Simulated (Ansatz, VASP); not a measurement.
## Na: VASP beside Ansatz

INCAR

```
SYSTEM = Na
ALGO = Fast
EDIFF = 1E-7
ENCUT = 520
GGA = PS
ISIF = 2
ISMEAR = -1
LASPH = .TRUE.
LCHARG = .FALSE.
LREAL = .FALSE.
LWAVE = .FALSE.
NBANDS = 14
NELM = 60
PREC = Accurate
SIGMA = 0.05
```

KPOINTS

```
k-points
0
G
  8 8 5
  0 0 0
```

The input POSCAR:

```
Na
1.0
    3.8408815021      0.0000000000      0.0000000000
   -1.9204407510      3.3263009538      0.0000000000
    0.0000000000      0.0000000000      6.2746973092
Na
2
Direct
    0.6666666667      0.3333333333      0.7500000000
    0.3333333333      0.6666666667      0.2500000000
```

input.yaml

```yaml
crystal:
  lattice:
    - [3.8408815021, 0.0, 0.0]
    - [-1.920440751, 3.3263009538, 0.0]
    - [0.0, 0.0, 6.2746973092]
  atoms:
    - { symbol: Na, position: [0.6666666667, 0.3333333333, 0.75] }
    - { symbol: Na, position: [0.3333333333, 0.6666666667, 0.25] }
hamiltonian:
  xc: pbesol
  pseudopotentials: { kind: paw }
kpoints:
  mp_grid: { grid: [8, 8, 5] }
scf:
  occupations: { method: fermi_dirac, width: 0.05 }
output:
  forces: true
  stress: true
  eigenvalues: true
```

This isn't the form of Na at room conditions, which is bcc.

Alike in both runs: task single point; functional PBEsol; k mesh 8 × 8 × 5; occupations fermi-dirac, width 0.05 eV; no spin polarisation.

|  | VASP | Ansatz |
| --- | --- | --- |
| version | VASP 6.6.1 | Ansatz 0.2.0 |
| potentials or method | VASP PAW PBE potentials, release 64 (Na_pv) | Ansatz PAW |
| plane-wave cutoff (eV) | 520 | 420 |
| valence electrons in the cell | 14 | 18 |

Ansatz gave:

| Item | Value |
| --- | --- |
| gap on the k mesh at the Fermi level (eV) | none |
| pressure (GPa) | -0.6 |
| largest component of the traceless stress (GPa) | 0.14 |

Problem. Estimate VASP's values.

Solution. gap on the k mesh at the Fermi level (eV): none; pressure (GPa): -0.6; largest component of the traceless stress (GPa): 0.15.

A gap of «none» marks a metal or a gap that the smearing closes. The two sets of potentials don't hold the same shells in valence.

Caveats: the PAW data sets were made with another functional, which shifts forces and pressure a little (VASP); the PAW data sets come from PBE, with cores solved anew for the run's functional, which leaves a small shift of forces and pressure (Ansatz).
